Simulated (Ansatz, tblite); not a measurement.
MoS$_{2}$: GFN1-xTB, run from Python

These are simulated results from tblite 0.8.0, not measurements. The cell began as a database structure and was relaxed with r2SCAN+rVV10 in plane waves (Ansatz 0.2.0). All runs are without spin polarisation.

Space group P-6m2 (No. 187), hexagonal; conventional cell a = 3.171 Å, c = 6.810 Å, 19.77 Å³ an atom. Around Mo lie 6 S at 2.40 Å; around S lie 3 Mo at 2.40 Å.

tblite solves periodic systems at the zone centre alone, so the script builds a cluster of 3×3×2 conventional cells (54 atoms), which folds in a coarse mesh of k points.

Input script:

```python
import json
from ase import Atoms
from ase.build import make_supercell
from ase.units import Bohr, GPa, Hartree
from tblite.interface import Calculator

atoms = Atoms(['Mo', 'S', 'S'],
              cell=[[3.17096011, 0.0, 0.0], [-1.58548005, 2.74613201, 0.0], [0.0, 0.0, 6.81003568]],
              scaled_positions=[[0.0, 0.0, 0.0], [0.333333333, 0.666666667, 0.228527409], [0.333333333, 0.666666667, 0.771472591]],
              pbc=True)
cluster = make_supercell(atoms, [[3, 0, 0], [0, 3, 0], [0, 0, 2]])
calc = Calculator('GFN1-xTB', cluster.numbers, cluster.positions / Bohr, lattice=cluster.cell[:] / Bohr, periodic=cluster.pbc)
calc.set('temperature', 0.02 / Hartree)
calc.set('max-iter', 150)
res = calc.singlepoint()
levels = res.get('orbital-energies') * Hartree
nv = round(res.get('orbital-occupations').sum() / 2)
cells = len(cluster) // len(atoms)
out = {'energy_per_cell': res.get('energy') * Hartree / cells, 'homo': levels[nv - 1], 'lumo': levels[nv],
       'stress': (-res.get('virial') * Hartree / cluster.get_volume() / GPa).tolist(), 'charges': res.get('charges')[:len(atoms)].tolist(), 'electrons': 2 * nv / cells}
json.dump(out, open('results.json', 'w'))
for key, value in out.items():
    print(key, value)
```

Command: `python run.py`. It took 4 s on 1 thread of Arm Neoverse V1, with other jobs on the host, peak memory 0.12 GiB.

What it printed:

```
------------------------------------------------------------
  cycle        total energy    energy error   density error
------------------------------------------------------------
      1     -167.1703795083  -1.6719497E+02   8.5852129E-01
      2     -155.5953309853   1.1575049E+01   1.1552511E+00
      3     -172.9988821144  -1.7403551E+01   2.9601772E-01
      4     -173.0564107430  -5.7528629E-02   2.2104911E-02
      5     -173.0499067477   6.5039954E-03   4.2099947E-02
      6     -173.0645344992  -1.4627752E-02   6.9690216E-03
      7     -173.0658152828  -1.2807836E-03   4.1235890E-03
      8     -173.0659792950  -1.6401217E-04   7.0531906E-04
      9     -173.0659836278  -4.3328002E-06   3.0262421E-04
     10     -173.0659843136  -6.8580582E-07   1.0502347E-04
     11     -173.0659843972  -8.3600185E-08   3.1436054E-05
     12     -173.0659844075  -1.0290478E-08   2.9794580E-06
------------------------------------------------------------

 total:                                   3.345 sec
energy_per_cell -261.63140607776484
homo -8.23872232631896
lumo -6.605370007328496
stress [[8.09146392513239, -0.00017023709855288363, 6.355411459969843e-07], [-0.0001702370985525629, 8.091257423183317, 2.681815164485766e-06], [6.355411458206665e-07, 2.681815164621496e-06, 3.0157995616123228]]
charges [0.44246850297852724, -0.22124013153617178, -0.22123378027870466]
electrons 18.0
```

The cycle table is in hartree for the whole cluster, and the lines after it are in eV (the energy for one cell). The printed stress is in GPa and positive in compression, and the pressure is its mean diagonal.

GFN1-xTB gives a gap of 1.63 eV. On the same cell, plane-wave PBE (Ansatz, 12×12×4 k points and the special points) gives a gap of 1.27 eV and r2SCAN a gap of 1.34 eV; on shared hosts these took about 7.8 and 19 core-seconds on the 3-atom cell, against 4 for the script. Semilocal gaps usually lie below measured ones. xTB was fitted to molecules, so gaps, charges and pressures of solids can be far off, and the gap also depends on the size of the cluster.

The same script was run on cells scaled at fixed shape and fractional coordinates:

```csv
volume (Å³/atom),energy (meV/atom),"pressure (GPa, positive in compression)",gap (eV)
17.39,222.1,26.02,2.05
18.58,75.3,14.39,1.82
19.77,0.0,6.40,1.63
20.95,-25.4,0.79,1.47
22.14,-15.5,-3.24,1.33
```

A Birch-Murnaghan fit puts the minimum at 21.15 Å³/atom, 7.0 % above the given cell, with a bulk modulus of 79 GPa at fixed shape.

xTB was fitted mostly to molecules, and a small cluster samples few k points, so gaps, pressures and kinks along a curve can be far from a solid's.

Spin-orbit coupling is left out.
